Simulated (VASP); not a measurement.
The system is MgH2.

```
CELL_PARAMETERS angstrom
0.00000 2.38107 2.38107
2.38107 0.00000 2.38107
2.38107 2.38107 0.00000
ATOMIC_POSITIONS crystal
Mg 0.97421 0.99350 0.00294
H 0.24390 0.26497 0.21916
H 0.78011 0.76678 0.69770
```

The cell comes from a database or a generator and needn't be the stable form of this composition.

The cell isn't the ideal one: atoms moved at random, drawn with an rms of 0.1 Å.

- Program: VASP 6.6.1
- Task: relaxation of the atoms
- Functional: revPBE
- Dispersion: D4
- Potentials or basis: VASP PAW PBE potentials, release 64 (Mg, H)
- Cutoff: 500 eV
- k mesh: 10 × 10 × 10
- Occupations: tetrahedron
- Spin: no spin polarisation

At the start: pressure -1.8 GPa; volume 9.00 Å³/atom.

Where does the relaxation end?

Over 10 steps the energy falls by 15.1 meV/atom; space group Fm-3m (No. 225, to 0.05 Å).

Step by step:
| step | energy change (eV) | largest force (eV/Å) | pressure (GPa) |
| --- | --- | --- | --- |
| 1 | 0.0000 | 0.4537 | -1.76 |
| 2 | -0.0055 | 0.4209 | -1.85 |
| 3 | -0.0434 | 0.0845 | -2.47 |
| 4 | -0.0441 | 0.0634 | -2.48 |
| 5 | -0.0442 | 0.0602 | -2.49 |
| 6 | -0.0447 | 0.0466 | -2.49 |
| 7 | -0.0450 | 0.0265 | -2.50 |
| 8 | -0.0452 | 0.0082 | -2.50 |
| 9 | -0.0452 | 0.0050 | -2.50 |
| 10 | -0.0452 | 0.0044 | -2.50 |

Final structure:
```yaml
crystal:
  lattice:
    - [0.00000, 2.38107, 2.38107]
    - [2.38107, 0.00000, 2.38107]
    - [2.38107, 2.38107, 0.00000]
  atoms:
    - { symbol: Mg, position: [0.99923, 0.00859, 0.97311] }
    - { symbol: H, position: [0.24949, 0.25827, 0.22355] }
    - { symbol: H, position: [0.74951, 0.75839, 0.72314] }
```

Caveat: the PAW data sets were made with another functional, which shifts forces and pressure a little; pairwise dispersion overbinds metals, which lowers pressure and volume; tetrahedron occupations give inexact forces and stress in metals.
